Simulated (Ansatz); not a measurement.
**The polar optical mode of KI at 30 GPa, worked through**

The calculation used DFT PBE, scalar-relativistic, plane waves, PAW in Ansatz 0.2.0. Plane waves to 420 eV; Γ-centred k mesh 8×8×8; fixed occupations. No spin polarisation. Phonons by linear response, acoustic sum rule imposed.

The cell, relaxed at 30 GPa:
```cif
data_structure
_symmetry_space_group_name_H-M 'P 1'
_symmetry_Int_Tables_number 1
_cell_length_a 4.1171
_cell_length_b 4.1171
_cell_length_c 4.1171
_cell_angle_alpha 60.000
_cell_angle_beta 60.000
_cell_angle_gamma 60.000
_cell_volume 49.35
loop_
_atom_site_label
_atom_site_type_symbol
_atom_site_fract_x
_atom_site_fract_y
_atom_site_fract_z
_atom_site_occupancy
K1 K 0.00000 0.00000 0.00000 1
I1 I 0.50000 0.50000 0.50000 1
```

Spin–orbit coupling is left out, which matters for heavy elements. Other phases may be more stable at this pressure.

Linear response gives ν_TO = 266.4 cm⁻¹, Born charges ±0.920 e (positive on K) and ε∞ = 4.343. The primitive cell holds 49.347 Å³, and the masses are 39.098 and 126.904 amu.

Q: Find ν_LO and the static dielectric constant.

A: The long-wave field adds a restoring force: ω_LO² − ω_TO² = Z*²e²/(ε_vac ε∞ μV). In these units ν_LO² − ν_TO² = 4.92064×10⁷ Z*²/(μ V ε∞) cm⁻², with μ = m₁m₂/(m₁ + m₂) = 29.890 amu: 6499 cm⁻². So ν_LO = √(266.4² + 6499) = 278.4 cm⁻¹, and the run gives 278.4. Lyddane–Sachs–Teller then gives ε0 = ε∞ (ν_LO/ν_TO)² = 4.74, against 4.74 in the run (it forms both from the same three quantities, so the match checks the arithmetic only). Between ν_TO and ν_LO the dielectric function is negative and an undamped crystal reflects fully: a reststrahlen band from 35.9 to 37.5 μm.

Q: What do the Clausius–Mossotti polarisability and the Szigeti charge come to?

A: With the Lorentz local field, α = (3V/4π)(ε∞ − 1)/(ε∞ + 2) = 6.21 Å³ for the pair, and e_S = 3Z*/(ε∞ + 2) = 0.44 e. The Born charge includes the electrons' response to the dipole's own local field, and e_S takes that enhancement out. The Lorentz field assumes point-like polarisable ions, a poor picture once ε∞ is this large, since the electron clouds then overlap or are shared, so both numbers are formal here.

Q: How strongly does a slow electron couple to the LO mode?

A: For one isotropic parabolic band, Fröhlich's constant is α_F = (1/ε∞ − 1/ε0) √(m* Ry/ħω_LO), with Ry = 13.606 eV, ħω_LO = 34.5 meV and m* in free-electron masses: α_F = 0.0193 × 19.85 × √m* = 0.38 √m*. The band mass isn't part of this run; for m* = 0.1, 0.3 and 1 it gives 0.12, 0.21, 0.38. In weak coupling the polaron lies α_F ħω_LO below the band edge (7 meV at m* = 0.3) with a mass m*(1 + α_F/6); past α_F of about 5 or 6 that expansion fails. A semilocal functional's ε∞ tends to be too large, which taken alone lowers α_F.

Cost: 1 run of about 1.6 core-minutes, on Arm Neoverse N1 (shared hosts).